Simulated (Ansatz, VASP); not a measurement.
# One calculation of InSb, two programs

Contents of INCAR:

```
PREC = Accurate
ENCUT = 520
EDIFF = 1E-6
ISMEAR = 0
SIGMA = 0.15
LREAL = False
LASPH = True
NELM = 80
ALGO = Normal
ISIF = 2
LWAVE = False
LCHARG = False
GGA = PE
NBANDS = 16
```

Contents of KPOINTS:

```
Automatic mesh
0
Gamma
  12 12 12
```

POSCAR

```
InSb
1.0
    0.0000000000      3.3686640000      3.4982280000
    3.3686640000      0.0000000000      3.4982280000
    3.3686640000      3.3686640000      0.0000000000
In Sb
1 1
Direct
    0.0000000000      0.0000000000      0.0000000000
    0.7500000000      0.7500000000      0.7500000000
```

Input for Ansatz:

```yaml
crystal:
  lattice:
    - [0.0, 3.368664, 3.498228]
    - [3.368664, 0.0, 3.498228]
    - [3.368664, 3.368664, 0.0]
  atoms:
    - { symbol: In, position: [0.0, 0.0, 0.0] }
    - { symbol: Sb, position: [0.75, 0.75, 0.75] }
basis:
  ecutwfc: 420
kpoints:
  mp_grid: { grid: [12, 12, 12] }
hamiltonian:
  xc: pbe
scf:
  occupations: { method: gaussian, width: 0.15 }
output:
  forces: true
  stress: true
  eigenvalues: true
```

Change from the starting cell: strain +0.040 along x and y, +0.080 along z, atoms carried along.

Alike in both runs: task single point; functional PBE; k mesh 12 × 12 × 12; occupations gaussian, width 0.15 eV; no spin polarisation.

|  | VASP | Ansatz |
| --- | --- | --- |
| version | VASP 6.6.1 | Ansatz 0.2.0 |
| potentials or method | VASP PAW PBE potentials, release 64 (In_d, Sb) | scalar-relativistic, plane waves, PAW |
| plane-wave cutoff (eV) | 520 | 420 |
| valence electrons in the cell | 18 | 28 |

```csv
,VASP,Ansatz,Ansatz less VASP
gap on the k mesh at the Fermi level (eV),none,none,-
pressure (GPa),-2.5,-2.5,+0.02
largest component of the traceless stress (GPa),0.69,0.69,-0.001
```

A gap of «none» marks a metal or a gap that the smearing closes. The functional is the same, so the differences come from potentials, cutoffs and numerics. The two sets of potentials don't hold the same shells in valence.

The runs have no spin-orbit coupling, so splittings on Sb are missing.
